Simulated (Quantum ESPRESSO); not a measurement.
# V under changes of volume

One of the cells (13.891 Å³/atom); the others are scaled copies at fixed shape and fractional positions:

```
CELL_PARAMETERS angstrom
-1.51435 1.51435 1.51435
1.51435 -1.51435 1.51435
1.51435 1.51435 -1.51435
ATOMIC_POSITIONS crystal
V 0.00000 0.00000 0.00000
```

```yaml
Program: Quantum ESPRESSO 7.5
Functional: PBEsol
Potentials_or_basis: PseudoDojo 0.4.1 SR PBEsol standard
Cutoff: 1143 eV
Density_cutoff: 4572 eV
k_mesh: 12 × 12 × 12
Occupations: fermi-dirac, width 0.05 eV
Spin: collinear spin, ferromagnetic start
Starting_moments: "[2.0] μB"
```

```tsv
volume (Å³/atom)	energy over the lowest point (meV/atom)	pressure (GPa)
13.058	0.00	-1.5
13.336	5.99	-5.3
13.613	18.22	-8.8
13.891	36.19	-11.9
14.169	59.39	-14.7
14.447	87.32	-17.3
14.725	?	?
```

Q: What does the run at 14.725 Å³/atom give?

A: Energy over the lowest point 119.49 meV/atom; pressure -19.6 GPa.

Worked out: A Birch-Murnaghan fit of order 3 (a polynomial in V^(-2/3)) to the other rows has its minimum at 12.95 Å³/atom, just outside them, with B0 = V·E''(V) = 192 GPa and B' = 3.4. It gives 119.57 meV/atom at 14.725 Å³/atom, against the run's 119.49, and -dE/dV = -19.8 GPa, against -19.6.

Energies are extrapolated to zero smearing.
